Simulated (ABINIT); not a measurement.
The system is GaN.

```xyz
2
Lattice="0.0000 2.2535 2.2535 2.2535 0.0000 2.2535 2.2535 2.2535 0.0000" Properties=species:S:1:pos:R:3 pbc="T T T"
Ga    0.0000    0.0000    0.0000
N     1.1268    1.1268    1.1268
```

The cell is a database's computed one.

```yaml
Program: ABINIT 10.8.3 (patched build)
Task: relaxation of cell and atoms
Functional: PBE
Potentials_or_basis: JTH PAW PBE v2.0
Cutoff: 707 eV
k_mesh: 10 × 10 × 10
Occupations: fermi-dirac, width 0.05 eV
Spin: no spin polarisation
```

At the start: pressure 5.7 GPa; volume 11.44 Å³/atom.

Problem. Where does the relaxation end?

Solution. Over 4 steps the energy falls by 6.1 meV/atom and the volume is 11.80 Å³/atom (+3.2 %); space group F-43m (No. 216, to 0.05 Å).

Step by step:
```csv
step,energy change (eV),largest force (eV/Å),pressure (GPa),volume (Å³)
1,0.0000,0.0000,5.71,22.89
2,-0.0100,0.0000,2.42,23.29
3,-0.0122,0.0000,0.09,23.60
4,-0.0123,0.0000,0.00,23.61
```

Final structure:
```xyz
2
Lattice="0.0000 2.2769 2.2769 2.2769 0.0000 2.2769 2.2769 2.2769 0.0000" Properties=species:S:1:pos:R:3 pbc="T T T"
Ga    0.0000    0.0000    0.0000
N     1.1385    1.1385    1.1385
```
